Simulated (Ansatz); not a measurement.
# Sb (R-3m) in Ansatz: settings compared

Aim: see how the results for Sb move with the level of theory and the settings. Levels: PBE, RPBE. Tasks: band structure, elastic constants.

Program: Ansatz 0.2.0. These are calculated values, not measurements. Logs are shortened: lines on timing, memory, paths and dates and some standing lists are left out, and cuts for length are marked.

### Step 1. The crystal as given

It takes space group R-3m (No. 166, trigonal). Conventional cell: a = 4.308 Å, b = 4.308 Å, c = 11.274 Å, α = 90.00°, β = 90.00°, γ = 120.00°. Around Sb (site symmetry 3m) lie 3 Sb at 2.91 Å.

### Step 2. Band structure, PBE, spin-orbit coupling, no magnetisation

The input, input.yaml:

```yaml
crystal:
  lattice:
    - [2.1542, 1.2437279499, 3.758]
    - [-2.1542, 1.2437279499, 3.758]
    - [0.0, -2.4874558998, 3.758]
  atoms:
    - { symbol: Sb, position: [0.76651, 0.76651, 0.76651] }
    - { symbol: Sb, position: [0.23349, 0.23349, 0.23349] }
kpoints:
  mp_grid: { grid: [6, 6, 6] }
  band_path:
    path:
      - [0.0, 0.0, 0.0]
      - [0.5, 0.0, 0.0]
      - [0.5, 0.2396873643, -0.2396873643]
    npoints: 8
scf:
  occupations: { method: fermi_dirac, width: 0.05 }
hamiltonian:
  xc: pbe
  pseudopotentials: { kind: all_electron, lapw: { basis_error: 0.001 } }
magnetization:
  noncollinear: true
  spin_orbit: true
output:
  forces: true
  stress: true
  eigenvalues: true
```

Potentials or basis: all-electron LAPW, relativistic spinors.

Launch:

```sh
> ansatz run input.yaml --threads 1 --pin off --max-ram 3072MiB --backend cpu --events-out ev --progress --plain --runs-dir out
```

The log of the run:

```text
Warning: RAYON_NUM_THREADS=1 ignored (pool sized by the plan → 1); use --threads N
LAPW: plane waves up to 7.767 Å⁻¹, error target 1.0e-3 eV per atom; Dirac's equation on spinors; Sb in spheres of 1.454 Å, 23 of its electrons in bands (how accurate: hamiltonian.pseudopotentials.lapw.basis_error, Limitations)
Engine: ansatz 0.2.0, x86_64-unknown-linux-gnu
Pseudopotentials: kind: all_electron
Pseudopotential: Sb, LAPW, valence charge 23, lapw/all_electron/dirac/gaussian/Sb, Dirac's equation, gaussian nucleus
Functional definition: PBE
  parameter kappa = 0.804
  parameter beta = 0.06672455060314922
  exchange = pbe_x(kappa = kappa, mu = beta*pi^2/3)
  correlation = pbe_c(beta = beta)
non-collinear run that drives no moment, with spin-orbit: no starting moment large enough to seed its density (crystal.atoms[].spin), no starting occupations that ask for one, no magnetisation constraint and no magnetic field, so the semilocal B_xc is pinned to zero
Crystal: 2 atoms, lattice volume = 60.411 Å³
Basis set: ecut = 229.8550296387749 eV, 489 PW (Γ), exchange–correlation at level 2
Bands: 56, of which v1, the nominal top of the filled ones, is band 46 counted from 1 (45 counted from 0)
Symmetry: 12 space group operations + 12 with time reversal
Magnetic group: BNS 166.98 (UNI 1328), of the structure as read, at distance tolerance 3.9e-5 Å
k-points: 32 of 216
Non-local potential: Sb, projectors of the file, none
Initial density: superposition of atomic densities (chi_scale 0.1, normalization cell)
Initial wavefunctions: plane waves of lowest kinetic energy (no species holds an atomic orbital)
Functional: x = pbe(κ = 0.804, μ = 0.2195149727645171), c = pbe(β = 0.06672455060314922)
iter 1 solved again at ethr=1.72e-4 eV; its pass at ethr=1.00e-1 eV (dr2=7.92e-2 eV) is discarded
SCF iter   1: F=—  HF=-352848.176810 eV  |F-HF|=—  |Δ(HF+E_count)|=         —  Δρ=1.23e-2  dr2=8.02e-2  dr2_m=0.00e0 (ungated)  ethr=1.72e-4  |M|=0.00e0 ∫|m|=0.00e0 μB  β_m=0.30  ⟨swp⟩=3.1  Hψ=11856  notcnv=0
preconditioner: auto → Kerker (q_TF=auto, 2.607 Å⁻¹)  [metal: Δε(μ)=0.028 eV  Ē_g=9.493 eV  σ=0.050 eV  W_gap=0.14  n_scr=14 (ndim 8)  ℏωp=15.1 eV  f_vac=0.017  D(μ)=0.33/eV (n_scr^D=0)]
[... 11 lines left out ...]
SCF 1 converged in 9 iterations: F = -352848.176800 eV  dr2 = 3.74e-8
NSCF: frozen V_eff on 17 k-points
SCF converged after 9 iterations
Magnetization: |M| = 0.0000 μB,  M = (+0.0000, +0.0000, +0.0000) μB
Absolute magnetization: 0.0000 μB (∫|m|)
  site 0: m = (+0.0000, +0.0000, +0.0000) μB, |m| = 0.0000 μB  (R = 1.45 Å)
  site 1: m = (+0.0000, +0.0000, +0.0000) μB, |m| = 0.0000 μB  (R = 1.45 Å)
Free energy (F): -352848.176800 eV
Harris-Foulkes:  -352848.176800 eV  (|F-HF|=4.66e-9)
Internal energy: -352848.174383 eV  (E = F + TS)
E sigma→0 (E₀):  -352848.175592 eV
Entropy (-TS):   -0.002417 eV (-1.209 meV/atom)
Fermi energy:    12.757855 eV
--- Per-component energies (eV) ---
  E_band       = -1805.649919
  E_kinetic    = 372316.381239
  E_xc         = -9292.905644
  E_electrostatic = -715871.649977  (all electrons and nuclei)
  E_smearing   = -0.002417  (= −TS)
  E_closure    = 0.000000  (closes the sum)
  E_atoms      = -352839.870251  (free atoms, spherical and without spin; not in F)
  Σ components = -352848.176800   (vs F -352848.176800, Δ=0.00e0)
  Basis errors (estimates in eV, not in F): energy 4.1e-4 per atom: plane waves 3.7e-4 (2.1e-4 summed), levels above the bands 5.1e-48, relativity 7.2e-8, radial functions 3.6e-5, core shells 4.3e-9; eigenvalues (radial functions only) 2.4e-7; not estimated: angular momenta, meshes, grids; target (lapw.basis_error) 1.0e-3; muffin-tin radii Sb 1.454 Å
--- Forces (eV/Å), atoms counted from 1 ---
  atom   1  Sb     0.00000000     0.00000000    -0.07226144
  atom   2  Sb     0.00000000    -0.00000000     0.07226144
  max |Σ_I F_I| component: 1.45e-18 eV/Å
--- Stress (GPa, compression-positive) ---
        2.945621       0.000000       0.000000
        0.000000       2.945621      -0.000000
        0.000000      -0.000000       2.569482
  P = ⅓ Tr σ = 2.8202 GPa (28.202 kbar)
--- Band table (eV; the first three rows and the last of 32) ---
  k-point 0: bands = ["-131.7385", "-131.7385", "-131.7378", "-131.7378", "-90.7051", "-90.7051", "-90.7023", "-90.7023", "-82.1279", "-82.1279", "-82.1230", "-82.1230", "-82.1162", "-82.1162", "-82.1121", "-82.1121", "-17.3392", "-17.3392", "-17.3214", "-17.3214", "-17.2891", "-17.2891", "-17.2760", "-17.2760", "-16.1273", "-16.1273", "-16.1126", "-16.1126", "-16.1115", "-16.1115", "-15.9992", "-15.9992", "-15.9901", "-15.9901", "-15.9871", "-15.9871", "0.0142", "0.0142", "7.9243", "7.9243", "10.2943", "10.2943", "11.0037", "11.0037", "11.1806", "11.1806", "14.5771", "14.5771", "15.3484", "15.3484", "15.6789", "15.6789", "17.8312", "17.8312", "17.8805", "17.8805"]
  k-point 1: bands = ["-131.7384", "-131.7384", "-131.7378", "-131.7378", "-90.7049", "-90.7049", "-90.7025", "-90.7025", "-82.1276", "-82.1276", "-82.1233", "-82.1233", "-82.1159", "-82.1159", "-82.1123", "-82.1123", "-17.3352", "-17.3352", "-17.3188", "-17.3188", "-17.2889", "-17.2889", "-17.2768", "-17.2768", "-16.1220", "-16.1220", "-16.1156", "-16.1156", "-16.0960", "-16.0960", "-16.0120", "-16.0120", "-15.9957", "-15.9957", "-15.9910", "-15.9910", "0.3203", "0.3203", "6.7431", "6.7431", "10.4317", "10.4317", "10.9999", "10.9999", "11.4478", "11.4478", "14.1895", "14.1895", "14.8234", "14.8234", "14.9449", "14.9449", "17.3005", "17.3005", "17.8182", "17.8182"]
  k-point 2: bands = ["-131.7383", "-131.7383", "-131.7379", "-131.7379", "-90.7045", "-90.7045", "-90.7029", "-90.7029", "-82.1269", "-82.1269", "-82.1242", "-82.1242", "-82.1151", "-82.1151", "-82.1129", "-82.1129", "-17.3266", "-17.3266", "-17.3130", "-17.3130", "-17.2887", "-17.2887", "-17.2795", "-17.2795", "-16.1123", "-16.1123", "-16.1026", "-16.1026", "-16.0733", "-16.0733", "-16.0363", "-16.0363", "-16.0151", "-16.0151", "-16.0020", "-16.0020", "1.2201", "1.2201", "4.6983", "4.6983", "10.5674", "10.5674", "10.9002", "10.9002", "11.9265", "11.9265", "13.1974", "13.1974", "13.6225", "13.6225", "13.7667", "13.7667", "18.4098", "18.4098", "19.2502", "19.2502"]
  k-point 31: bands = ["-131.7384", "-131.7384", "-131.7378", "-131.7378", "-90.7048", "-90.7048", "-90.7026", "-90.7026", "-82.1276", "-82.1276", "-82.1233", "-82.1233", "-82.1157", "-82.1157", "-82.1126", "-82.1126", "-17.3280", "-17.3280", "-17.3041", "-17.3041", "-17.2928", "-17.2928", "-17.2834", "-17.2834", "-16.1119", "-16.1119", "-16.0926", "-16.0926", "-16.0860", "-16.0860", "-16.0224", "-16.0224", "-16.0154", "-16.0154", "-16.0141", "-16.0141", "1.5591", "1.5591", "3.7307", "3.7307", "11.1218", "11.1218", "11.6482", "11.6482", "12.1664", "12.1664", "12.7361", "12.7361", "13.0510", "13.0510", "13.8469", "13.8469", "19.7478", "19.7478", "21.6086", "21.6086"]
```

bands.tsv:

```text
[... 26 lines left out ...]
```

Run time: 68 s. Hardware: 1 thread of Intel Xeon Platinum 8488C (Sapphire Rapids), shared host; peak memory 0.54 GiB.

What came out:

| Property | Result |
| --- | --- |
| Free energy | -352848.1768 eV |
| Pressure | 2.8 GPa |
| Largest force | 0.072 eV/Å |
| Band gap along the path | none (metal or under the smearing width) |

Forces on the atoms (eV/Å):
```
Sb   0.000  0.000 -0.072
Sb   0.000  0.000  0.072
```

Levels at the corners of the path, in eV from the Fermi level:
```tsv
point	band 42	band 43	band 44	band 45	band 46	band 47	band 48	band 49	band 50	band 51
Γ	-2.46	-1.75	-1.75	-1.58	-1.58	1.82	1.82	2.59	2.59	2.92
L	-2.03	-1.91	-1.91	-0.36	-0.36	-0.24	-0.24	0.21	0.21	0.49
B1	-5.05	-4.89	-4.89	-0.80	-0.80	0.65	0.65	4.51	4.51	4.71
```

Caveat: the k mesh is thin for a metal, which can move the energy by tens of meV per atom.

### Step 3. Band structure, RPBE

Changes to input.yaml since step 2:

```diff
@@ -9,3 +9,3 @@
 kpoints:
-  mp_grid: { grid: [6, 6, 6] }
+  mp_grid: { grid: [8, 8, 8] }
   band_path:
@@ -15,3 +15,3 @@
       - [0.5, 0.2396873643, -0.2396873643]
-    npoints: 8
+    npoints: 6
 scf:
@@ -19,7 +19,4 @@
 hamiltonian:
-  xc: pbe
+  xc: rpbe
   pseudopotentials: { kind: all_electron, lapw: { basis_error: 0.001 } }
-magnetization:
-  noncollinear: true
-  spin_orbit: true
 output:
```

Potentials or basis: all-electron LAPW, scalar-relativistic.

Launch:

```sh
> ansatz run input.yaml --threads 1 --pin off --max-ram 3072MiB --backend cpu --events-out ev --progress --plain --runs-dir out
```

The log of the run:

```text
Warning: RAYON_NUM_THREADS=1 ignored (pool sized by the plan → 1); use --threads N
LAPW: plane waves up to 7.764 Å⁻¹, error target 1.0e-3 eV per atom; small_component_spin mean_spin; Sb in spheres of 1.454 Å, 23 of its electrons in bands, Dirac shells [] (how accurate: hamiltonian.pseudopotentials.lapw.basis_error, Limitations)
[... 2 set-up lines as earlier in the session ...]
Pseudopotential: Sb, LAPW, valence charge 23, lapw/all_electron/scalar/gaussian/Sb, Koelling and Harmon's equation, gaussian nucleus
Functional definition: RPBE
[... 48 lines left out ...]
  atom   2  Sb     0.00000000     0.00000000     0.19018520
  max |Σ_I F_I| component: 4.63e-18 eV/Å
--- Stress (GPa, compression-positive) ---
        4.229046       0.000000      -0.000000
        0.000000       4.229046       0.000000
       -0.000000       0.000000       3.697352
  P = ⅓ Tr σ = 4.0518 GPa (40.518 kbar)
--- Band table (eV; the first three rows and the last of 65) ---
  k-point 0: bands = ["-131.8121", "-131.8114", "-84.7723", "-84.7723", "-84.7681", "-84.7681", "-84.7545", "-84.7514", "-16.6896", "-16.6896", "-16.6034", "-16.6034", "-16.5796", "-16.4908", "-16.4908", "-16.4856", "-16.4089", "-16.4089", "0.1234", "8.0703", "10.7575", "11.0258", "11.0258", "14.9202", "15.5400", "15.5400", "17.9681", "17.9681"]
  k-point 1: bands = ["-131.8121", "-131.8115", "-84.7723", "-84.7722", "-84.7682", "-84.7681", "-84.7544", "-84.7515", "-16.6835", "-16.6808", "-16.6004", "-16.5983", "-16.5757", "-16.4949", "-16.4937", "-16.4893", "-16.4178", "-16.4154", "0.2962", "7.3328", "10.7982", "10.9854", "11.3068", "14.8130", "15.1083", "15.1376", "17.4408", "17.8753"]
  k-point 2: bands = ["-131.8120", "-131.8115", "-84.7723", "-84.7719", "-84.7687", "-84.7681", "-84.7540", "-84.7518", "-16.6672", "-16.6558", "-16.5931", "-16.5842", "-16.5644", "-16.5064", "-16.5063", "-16.4959", "-16.4419", "-16.4328", "0.8094", "5.8626", "10.8175", "10.9147", "11.7623", "14.1078", "14.2243", "14.2947", "17.8110", "18.3969"]
  k-point 64: bands = ["-131.8121", "-131.8115", "-84.7720", "-84.7720", "-84.7683", "-84.7683", "-84.7541", "-84.7519", "-16.6411", "-16.6411", "-16.5854", "-16.5854", "-16.5597", "-16.5039", "-16.5039", "-16.5035", "-16.4618", "-16.4618", "1.6652", "3.8586", "11.5089", "11.5089", "12.4152", "12.9625", "12.9625", "13.9595", "19.9057", "21.7261"]
```

bands.tsv:

```text
# k_distance	band_0	band_1	band_2	band_3	band_4	band_5	band_6	band_7	band_8	band_9	band_10	band_11	band_12	band_13	band_14	band_15	band_16	band_17	band_18	band_19	band_20	band_21	band_22	band_23	band_24	band_25	band_26	band_27
# fermi_ev = 12.944485
[... 18 lines left out ...]
1.469479	-144.756301	-144.756225	-97.717036	-97.715341	-97.714468	-97.712301	-97.697343	-97.697080	-29.607518	-29.539089	-29.516055	-29.515615	-29.496400	-29.475510	-29.469070	-29.452144	-29.432503	-29.383511	-9.716010	-9.450144	-5.123458	-4.521421	-1.107026	0.553419	4.592177	4.835706	5.564113	5.584203
1.585996	-144.756350	-144.756176	-97.717000	-97.715652	-97.714142	-97.712338	-97.697524	-97.696913	-29.607130	-29.550696	-29.520829	-29.519946	-29.486690	-29.476433	-29.464231	-29.450109	-29.427664	-29.383629	-9.913951	-9.132097	-5.104557	-4.963509	-0.859992	0.597848	4.508685	4.575958	5.936224	6.108326
```

Run time: 16 s. Hardware: 1 thread of Intel Xeon Platinum 8488C (Sapphire Rapids), shared host; peak memory 0.41 GiB.

What came out:

- Free energy: -352753.7357 eV
- Pressure: 4.1 GPa
- Largest force: 0.190 eV/Å
- Band gap along the path: none (metal or under the smearing width)

Forces in eV/Å, atoms in the order of the input:
```
Sb   0.000  0.000 -0.190
Sb   0.000  0.000  0.190
```

Stress tensor (GPa, compression positive):
```
4.23 0.00 0.00
0.00 4.23 0.00
0.00 0.00 3.70
```

Levels at the corners of the path, in eV from the Fermi level:
```csv
point,band 20,band 21,band 22,band 23,band 24,band 25,band 26,band 27
Γ,-4.87,-2.19,-1.92,-1.92,1.98,2.60,2.60,5.02
L,-9.73,-2.06,-1.95,-0.41,-0.28,0.10,0.39,7.53
B1,-9.13,-5.10,-4.96,-0.86,0.60,4.51,4.58,5.94
```

Caveat: spin-orbit coupling is left out, which moves the levels of the heavy elements.

(Continued in part 2 of 2.)
